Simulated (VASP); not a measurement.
# MgO (P-6m2) in VASP: a series of runs

The runs below take MgO through single point, with PBE.

Program: VASP 6.6.1. These are calculated values, not measurements. Logs are shortened: lines on timing, memory, paths and dates and some standing lists are left out, and cuts for length are marked.

### 1 The structure

The structure is hexagonal, space group P-6m2 (No. 187). The conventional cell has a = 2.938 Å, b = 2.938 Å, c = 2.680 Å, α = 90.00°, β = 90.00°, γ = 120.00°. Mg (site symmetry -6m2) has 6 O at 2.16 Å as nearest neighbours. Around O (site symmetry -6m2) lie 6 Mg at 2.16 Å.

Measurements of this composition are mostly on another form, of space group No. 225.

### 2 Single point, PBE

INCAR

```
ADDGRID = False
ALGO = Normal
EDIFF = 1E-7
ENCUT = 800
GGA = PE
ISIF = 2
ISMEAR = 0
LASPH = True
LCHARG = False
LREAL = False
LWAVE = False
NELM = 100
PREC = Accurate
SIGMA = 0.05
```

KPOINTS

```
k-points
0
Gamma
  13 13 12
```

POSCAR

```
MgO
1.0
    2.9380209034      0.0000000000      0.0000000000
   -1.4690104517      2.5444007392      0.0000000000
    0.0000000000      0.0000000000      2.6796800000
Mg O
1 1
Direct
   -0.0050010000     -0.0013850000      0.0023980000
    0.2972290000      0.6917140000      0.5132270000
```

Potentials or basis: VASP PAW PBE potentials, release 64 (Mg, O_h).

The run is started by

```console
$ cat potpaw_PBE.64/Mg/POTCAR potpaw_PBE.64/O_h/POTCAR > POTCAR
$ mpirun -np 1 vasp_std > vasp.out
```

OUTCAR:

```text
EDIFF = 1E-7
   ENCUT = 800
   GGA = PE
   ISIF = 2
   ISMEAR = 0
   LASPH = True
   LREAL = False
   NELM = 100
   PREC = Accurate

 Found   1015 irreducible k-points:

 Following reciprocal coordinates:
            Coordinates               Weight
  0.000000  0.000000  0.000000      1.000000
  0.076923 -0.000000  0.000000      2.000000
  0.000000  0.076923  0.000000      2.000000
 -0.076923  0.076923  0.000000      2.000000
  0.153846 -0.000000  0.000000      2.000000
  0.000000  0.153846  0.000000      2.000000
   k-points           NKPTS =   1015   k-points in BZ     NKDIM =   1015   number of bands    NBANDS=      8
   number of dos      NEDOS =    301   number of ions     NIONS =      2
   total plane-waves  NPLWV =  21952
   dimension x,y,z NGX =    28 NGY =   28 NGZ =   28
   dimension x,y,z NGXF=    56 NGYF=   56 NGZF=   56
   ions per type =               1   1
   NGX,Y,Z   is equivalent  to a cutoff of  15.84, 15.84, 17.37 a.u.
   NGXF,Y,Z  is equivalent  to a cutoff of  31.69, 31.69, 34.74 a.u.
 SYSTEM =  unknown system
   PREC   = accura    normal or accurate (medium, high low for compatibility)
   ISTART =      0    job   : 0-new  1-cont  2-samecut
   ICHARG =      2    charge: 1-file 2-atom 10-const
   ISPIN  =      1    spin polarized calculation?
   LNONCOLLINEAR =      F non collinear calculations
   LSORBIT =      F    spin-orbit coupling
   LASPH  =      T    aspherical Exc in radial PAW
   ENCUT  =  800.0 eV  58.80 Ry    7.67 a.u.   6.78  6.78  6.18*2*pi/ulx,y,z
   NELM   =    100;   NELMIN=  2; NELMDL= -5     # of ELM steps
   EDIFF  = 0.1E-06   stopping-criterion for ELM
   LREAL  =      F    real-space projection
   EDIFFG = 0.1E-05   stopping-criterion for IOM
   NSW    =      0    number of steps for IOM
   IBRION =     -1    ionic relax: 0-MD 1-quasi-New 2-CG
   NFREE  =      0    steps in history (QN), initial steepest desc. (CG)
   ISIF   =      2    stress and relaxation
   ISYM   =      2    0-nonsym 1-usesym 2-fastsym
   POTIM  = 0.5000    time-step for ionic-motion
   TEBEG  =    0.0;   TEEND  =   0.0 temperature during run
   PSTRESS=    0.0 pullay stress
   NELECT =       8.0000    total number of electrons
   NUPDOWN=      -1.0000    fix difference up-down
   EMIN   =  10.00;   EMAX   =-10.00  energy-range for DOS
   EFERMI =   0.00;   METHOD = LEGACY
   ISMEAR =     0;   SIGMA  =   0.05  broadening in eV -4-tet -1-fermi 0-gaus
   EFERMI_NEDOS =   21; number of points for ismear=-14 and -15
   IALGO  =     38    algorithm
   IMIX   =      4    mixing-type and parameters
     AMIX     =   0.40;   BMIX     =  1.00
     AMIX_MAG =   1.60;   BMIX_MAG =  1.00
  volume/ion in A,a.u.               =      10.02        67.59
  Fermi-wavevector in a.u.,A,eV,Ry     =   1.205583  2.278221 19.775115  1.453430
  Thomas-Fermi vector in A             =   2.341275
   LORBIT       =      0    0 simple, 1 ext, 2 COOP (PROOUT), +10 PAW based schemes
   GGA     = PE    functional components
   LHFCALC =     F    Hartree Fock is set to
   AEXX    =    0.0000 exact exchange contribution
   IVDW    =     0    specifies the selected vdW correction
   LEPSILON=     F    determine dielectric tensor
   LRPA    =     F    only Hartree local field effects (RPA)
 non-spin polarized calculation
 Gauss-broadening in eV      SIGMA  =   0.05
  energy-cutoff  :      800.00
  volume of cell :       20.03
 maximum number of plane-waves:      1056
   NGX = 13   NGY = 13   NGZ = 13

 number of electron       8.0000000 magnetization

 Free energy of the ion-electron system (eV)
  ---------------------------------------------------
  ext. energy  EPLUGINS =         0.00000000
  ---------------------------------------------------
  free energy    TOTEN  =       -11.18955151 eV

  energy without entropy =      -11.18955151  energy(sigma->0) =      -11.18955151

 E-fermi :   4.0321     XC(G=0): -10.7315

 val. band max:        3.7349101390   @ k =   0.0000   0.0000   0.5000
 cond. band min:       6.6588355902   @ k =   0.0000   0.0000   0.0000
 fundamental gap:      2.9239254512
 Fermi energy:         4.0321393365

 k-point     1 :       0.0000    0.0000    0.0000
  band No.  band energies     occupation
      1     -13.7633      2.00000
      2       2.9966      2.00000
      3       3.1616      2.00000
      4       3.2608      2.00000
      5       6.6588      0.00000
      6      15.5634      0.00000
      7      19.1002      0.00000
      8      19.4490      0.00000

 k-point     2 :       0.0769   -0.0000    0.0000
  band No.  band energies     occupation
      1     -13.7119      2.00000
      2       2.6794      2.00000
      3       3.0037      2.00000
      4       3.2796      2.00000
      5       7.0717      0.00000
      6      15.5776      0.00000
      7      18.5410      0.00000
      8      19.5150      0.00000

 k-point     3 :       0.0000    0.0769    0.0000
  band No.  band energies     occupation
      1     -13.7118      2.00000
      2       2.6712      2.00000
      3       3.0131      2.00000
      4       3.2795      2.00000
      5       7.0697      0.00000
      6      15.5807      0.00000
      7      18.5109      0.00000
      8      19.5459      0.00000

 k-point     4 :      -0.0769    0.0769    0.0000
  band No.  band energies     occupation
      1     -13.7110      2.00000
      2       2.5879      2.00000
      3       3.1154      2.00000
      4       3.2771      2.00000
      5       7.0386      0.00000
      6      15.5975      0.00000
      7      18.4142      0.00000
      8      19.5999      0.00000

 k-point     5 :       0.1538   -0.0000    0.0000
  band No.  band energies     occupation
      1     -13.5654      2.00000
      2       1.7817      2.00000
      3       2.8702      2.00000
      4       3.3355      2.00000
      5       7.9458      0.00000
      6      15.4054      0.00000
      7      17.7400      0.00000
      8      19.8814      0.00000

 k-point     6 :       0.0000    0.1538    0.0000
  band No.  band energies     occupation
      1     -13.5652      2.00000
      2       1.7757      2.00000
      3       2.8789      2.00000
      4       3.3349      2.00000
      5       7.9400      0.00000
      6      15.4131      0.00000
      7      17.7090      0.00000
      8      19.9114      0.00000

 [... further k-points ...]

------------------------ aborting loop because EDIFF is reached ----------------------------------------

  FORCE on cell =-STRESS in cart. coord.  units (eV):
  Direction    XX          YY          ZZ          XY          YZ          ZX
  --------------------------------------------------------------------------------------
  -------------------------------------------------------------------------------------
  Total       -0.2338553     -0.3237087     -0.1773500     -0.0691866      0.0574636     -0.1040201
  in kB      -18.7040005    -25.8905701    -14.1846429     -5.5336201      4.5959980     -8.3196408
  external PRESSURE =     -19.5930711 kB  Pullay stress =       0.0000000 kB

 VOLUME and BASIS-vectors are now :
 -----------------------------------------------------------------------------
  energy-cutoff  :      800.00
  volume of cell :       20.03
      direct lattice vectors                 reciprocal lattice vectors
     2.938020903  0.000000000  0.000000000     0.340365175  0.196509926  0.000000000
    -1.469010452  2.544400739  0.000000000     0.000000000  0.393019851  0.000000000
     0.000000000  0.000000000  2.679680000     0.000000000  0.000000000  0.373178887

 POSITION                                       TOTAL-FORCE (eV/Angst)
 -----------------------------------------------------------------------------------
      1.45635      2.54088      0.00643        -0.577083      0.319684      0.125759
     -0.14287      1.76000      1.37528         0.577083     -0.319684     -0.125759
 -----------------------------------------------------------------------------------
    total drift:                                0.001229      0.000051     -0.000703

  FREE ENERGIE OF THE ION-ELECTRON SYSTEM (eV)
  ---------------------------------------------------
  free  energy   TOTEN  =       -11.1895515129 eV

  energy  without entropy=      -11.1895515129  energy(sigma->0) =      -11.18955151
```

It took 4.2 min on 1 thread of AMD EPYC 7R13 (Zen 3), shared host; peak memory 0.46 GiB.

These settings aren't checked as converged: the numbers below hold their error.

What came out:

- Free energy: -11.1896 eV
- Largest force: 0.672 eV/Å
- Band gap on the k mesh: 2.92 eV, indirect (least direct gap 3.40 eV)

Caveat: the cutoff is under 1.25 times the usual one of these potentials, so pressure, stress and relaxed cells hold a basis-set (Pulay) error; an odd mesh through Γ misses points on the zone boundary, where band edges often lie.

### 3 Single point, PBE

INCAR

```
PREC = Accurate ; ENCUT = 450
EDIFF = 1E-7 ; ISMEAR = 0
SIGMA = 0.02 ; LREAL = False
LASPH = True ; NELM = 60
ALGO = Normal ; ISIF = 2
LWAVE = False ; LCHARG = False
GGA = PE ; NBANDS = 11
```

KPOINTS

```
Automatic mesh
0
Gamma
  7 7 6
```

POSCAR

```
MgO
1.0
    2.9380209034      0.0000000000      0.0000000000
   -1.4690104517      2.5444007392      0.0000000000
    0.0000000000      0.0000000000      2.6796800000
Mg O
1 1
Direct
    0.0000000000      0.0000000000      0.0000000000
    0.3333333333      0.6666666667      0.5000000000
```

Potentials or basis: VASP PAW PBE potentials, release 64 (Mg_GW, O_GW).

The run is started by

```console
$ cat potpaw_PBE.64/Mg_GW/POTCAR potpaw_PBE.64/O_GW/POTCAR > POTCAR
$ mpirun -np 1 vasp_std > vasp.out
```

Wall time 3 s (1 thread of Intel Xeon 6975P-C (Granite Rapids), shared host); peak memory 0.12 GiB.

The run converged. Its results:

| Item | Value |
| --- | --- |
| Free energy | -11.2426 eV |
| Band gap on the k mesh | 3.01 eV, indirect (least direct gap 3.40 eV) |

Levels at points of the mesh, in eV from the valence-band top:
```
           k point  band 1  band 2  band 3  band 4  band 5  band 6  band 7  band 8  band 9
(0.00, 0.00, 0.00)  -17.42   -0.59   -0.59   -0.39    3.01   11.89   15.55   15.55   19.83
(0.00, 0.00, 0.50)  -16.35   -5.33   -0.08   -0.08    8.29    9.02   17.57   17.57   18.52
```

Caveat: the cutoff is under 1.25 times the usual one of these potentials, so pressure, stress and relaxed cells hold a basis-set (Pulay) error; an odd mesh through Γ misses points on the zone boundary, where band edges often lie.
